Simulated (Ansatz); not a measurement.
`F[C](F)(F)[SnH3]` + CH₃NH₂ → `C[NH][SnH3]` + trifluoromethane  (ligand exchange at the Sn–C bond)

Computed with Ansatz on PBE0-D4/def2-TZVP structures; ΔE is electronic, products minus reactants. CCSD(T)/CBS adds triple-zeta CCSD(T) − MP2 to the extrapolated MP2 energy (def2 sets, frozen cores). This one scheme is used for every species. def2 core potentials past Kr. For Sn outer-core shells are correlated without core-valence functions, which leaves a few kJ/mol of doubt a bond.

`F[C](F)(F)[SnH3]`:

Z-matrix (Å, degrees):
```
C
F 1 1.345
F 1 1.345 2 106.7
F 1 1.345 2 106.7 3 -113.9
Sn 1 2.205 2 112.1 3 123.1
H 5 1.699 1 107.0 2 59.9
H 5 1.699 1 107.0 2 179.9
H 5 1.699 1 107.0 2 -60.1
```

CH₃NH₂:

Z-matrix (Å, degrees):
```
C
N 1 1.453
H 1 1.092 2 109.4
H 1 1.100 2 115.4 3 -121.6
H 1 1.092 2 109.4 3 116.8
H 2 1.012 1 110.6 3 62.6
H 2 1.012 1 110.6 3 -179.3
```

`C[NH][SnH3]`:

```xyz
10

C     1.318    0.101    0.657
N     0.442    0.554   -0.408
Sn   -1.457   -0.156   -0.459
H     2.248    0.678    0.654
H     0.842    0.280    1.626
H     1.589   -0.965    0.618
H     0.901    0.489   -1.307
H    -2.171    0.475   -1.871
H    -2.204    0.419    0.963
H    -1.507   -1.874   -0.472
```

`FC(F)F`:

Cartesian coordinates in Å:
```
F -0.405 -0.787 0.968
C 0.003 -0.033 -0.050
F -0.857 0.972 -0.203
F 1.197 0.475 0.251
H 0.062 -0.627 -0.965
```

```
         level  ΔE (kJ/mol)
 HF/def2-TZVPP        -44.6
MP2/def2-QZVPP        -42.5
```

What does CCSD(T)/CBS give? (Estimate.)

Ansatz gave: -35.3 kJ/mol. The listed levels differ from it by -9.3, -7.2 kJ/mol.

Largest T1 diagnostic among the species: 0.013.

From PBE to PBE0 (25 % exact exchange), in def2-TZVPP and without D4, ΔE moves by −6.6 kJ/mol. Leaving LDA and LC-ωPBE aside and taking each functional with its dispersion term where it has one, the values, not all of them listed here, spread over 15.2 kJ/mol, from PBE-QIDH to PBE-D4.

CCSD(T)/CBS has its own doubt, a few kJ/mol and more with outer-core shells, so smaller differences from it don't rank the levels.
